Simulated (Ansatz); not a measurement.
A run of Ansatz 0.2.0 is set up as follows.

Contents of input:

```
crystal:
  lattice:
    - [2.82845, 0.0, 0.0]
    - [-1.41423, 2.44951, 0.0]
    - [0.0, 0.0, 2.72172]
  atoms:
    - { symbol: Co, position: [0.0, 0.0, 0.5], spin: 2.0 }
    - { symbol: O, position: [0.66667, 0.33333, 0.0] }
hamiltonian:
  xc: { exchange: pbesol, correlation: pbesol, exx: { coeff: 0.25 } }
  pseudopotentials: { kind: paw }
magnetization:
  spin_polarized: true
kpoints:
  mp_grid: { grid: [6, 6, 5] }
scf:
  occupations: { method: fermi_dirac, width: 0.05 }
output:
  forces: true
  stress: true
  eigenvalues: true
  write_density: true
  write_potential: true
  elf: true
  volumetric_format: npy
```

Q: What does it give for the absolute moment?

A: 3.13 μB per cell.

Q: Estimate the pressure.

A: -9.9 GPa.

Stress tensor (GPa, compression positive):
```
 -9.25   0.00   0.00
  0.00  -9.25   0.00
  0.00   0.00 -11.27
```

Caveat: the k mesh is coarse (spacing up to 0.46 Å⁻¹), so the values aren't converged, least of all with exact exchange; the magnetic or orbital state may not be the lowest; the pressure holds a Pulay correction of +0.8 GPa for the finite cutoff; a cell with one magnetic atom can't hold antiferromagnetic order, which such compounds often take; the PAW data sets come from PBE, with cores solved anew for the run's functional, which leaves a small shift of forces and pressure; the thresholds are loose for stress.
